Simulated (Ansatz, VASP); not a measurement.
Two plane-wave programs on ZrC

File INCAR:

```
SYSTEM = ZrC
ALGO     = Normal         ! electronic algorithm
EDIFF    = 1E-6           ! SCF threshold, eV
ENCUT    = 520            ! plane-wave cutoff, eV
GGA      = RP             ! functional
ISIF     = 2              ! what is computed and relaxed
ISMEAR   = -1             ! smearing method
LASPH    = .True.         ! aspherical terms in the spheres
LCHARG   = .False.        ! write CHGCAR
LREAL    = .False.        ! projectors in reciprocal space
LWAVE    = .False.        ! write WAVECAR
NBANDS   = 15             ! bands
NELM     = 100            ! most SCF steps
PREC     = Accurate       ! precision mode
SIGMA    = 0.0324         ! smearing width, eV
```

The input KPOINTS:

```
k-points
0
Gamma
  7 7 7
  0 0 0
```

Contents of POSCAR:

```
ZrC
1.0
    0.0000000000      2.3631445000      2.3631445000
    2.3631445000      0.0000000000      2.3631445000
    2.3631445000      2.3631445000      0.0000000000
Zr C
1 1
Direct
    0.0000000000      0.0000000000      0.0000000000
    0.5000000000      0.5000000000      0.5000000000
```

Input for Ansatz:

```yaml
crystal:
  lattice:
    - [0.0, 2.3631445, 2.3631445]
    - [2.3631445, 0.0, 2.3631445]
    - [2.3631445, 2.3631445, 0.0]
  atoms:
    - { symbol: Zr, position: [0.0, 0.0, 0.0] }
    - { symbol: C, position: [0.5, 0.5, 0.5] }
  symmetry: { tolerance: 0.0003 }
kpoints:
  mp_grid: { grid: [7, 7, 7], shift: [0, 0, 0] }
magnetization:
  spin_polarized: false
scf:
  occupations: { method: fermi_dirac, width: 0.0324 }
hamiltonian:
  pseudopotentials: { kind: paw }
  xc: rpbe
basis:
  ecutwfc: 420
  ecutrho_ratio: 6
output:
  forces: true
  stress: true
  eigenvalues: true
  write_density: true
  write_potential: true
  elf: true
  volumetric_format: npy
```

Alike in both runs: task single point; functional RPBE; k mesh 7 × 7 × 7; occupations fermi-dirac, width 0.0324 eV; no spin polarisation.

```csv
,VASP,Ansatz
version,VASP 6.6.1,Ansatz 0.2.0
potentials or method,"VASP PAW PBE potentials, release 64 (Zr_sv, C)",PAW plane waves
plane-wave cutoff (eV),520,420
valence electrons in the cell,16,16
```

|  | VASP | Ansatz | Ansatz less VASP |
| --- | --- | --- | --- |
| gap on the k mesh at the Fermi level (eV) | none | none | - |
| pressure (GPa) | 1.0 | 0.8 | -0.18 |

A gap of «none» marks a metal or a gap that the smearing closes.

Caveats: the PAW data sets were made with another functional, which shifts forces and pressure a little (VASP).
